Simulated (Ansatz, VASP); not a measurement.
## One calculation of SrCl2, two programs

INCAR

```
SYSTEM = SrCl2
PREC = Accurate ; ENCUT = 520
EDIFF = 1E-7 ; ISMEAR = 0
SIGMA = 0.05 ; LREAL = .FALSE.
LASPH = .TRUE. ; NELM = 100
ALGO = Fast ; ISIF = 2
LWAVE = .FALSE. ; LCHARG = .FALSE.
GGA = PE ; NBANDS = 19
```

Contents of KPOINTS:

```
Automatic mesh
0
G
  6 6 6
  0 0 0
```

The input POSCAR:

```
SrCl2
1.0
    0.0000000000      3.4855000000      3.4855000000
    3.4855000000      0.0000000000      3.4855000000
    3.4855000000      3.4855000000      0.0000000000
Sr Cl
1 2
Direct
    0.0000000000      0.0000000000      0.0000000000
    0.2500000000      0.2500000000      0.2500000000
    0.7500000000      0.7500000000      0.7500000000
```

Input for Ansatz:

```yaml
crystal:
  lattice:
    - [0.0, 3.4855, 3.4855]
    - [3.4855, 0.0, 3.4855]
    - [3.4855, 3.4855, 0.0]
  atoms:
    - { symbol: Sr, position: [0.0, 0.0, 0.0] }
    - { symbol: Cl, position: [0.25, 0.25, 0.25] }
    - { symbol: Cl, position: [0.75, 0.75, 0.75] }
basis:
  ecutwfc: 420
kpoints:
  mp_grid: { grid: [6, 6, 6] }
hamiltonian:
  xc: pbe
scf:
  occupations: { method: gaussian, width: 0.05 }
output:
  forces: true
  stress: true
  eigenvalues: true
```

Alike in both runs: task single point; functional PBE; k mesh 6 × 6 × 6; occupations gaussian, width 0.05 eV; no spin polarisation.

```csv
,VASP,Ansatz
version,VASP 6.6.1,Ansatz 0.2.0
potentials or method,"VASP PAW PBE potentials, release 64 (Sr_sv, Cl)","scalar-relativistic, plane waves, PAW"
plane-wave cutoff (eV),520,420
valence electrons in the cell,24,24
```

|  | VASP | Ansatz | Ansatz less VASP |
| --- | --- | --- | --- |
| gap on the k mesh at the Fermi level (eV) | 5.35 | 5.35 | +0.005 |
| least direct gap on the mesh (eV) | 5.50 | 5.51 | +0.003 |
| pressure (GPa) | 1.2 | 1.1 | -0.09 |

A k mesh can miss the band edges.
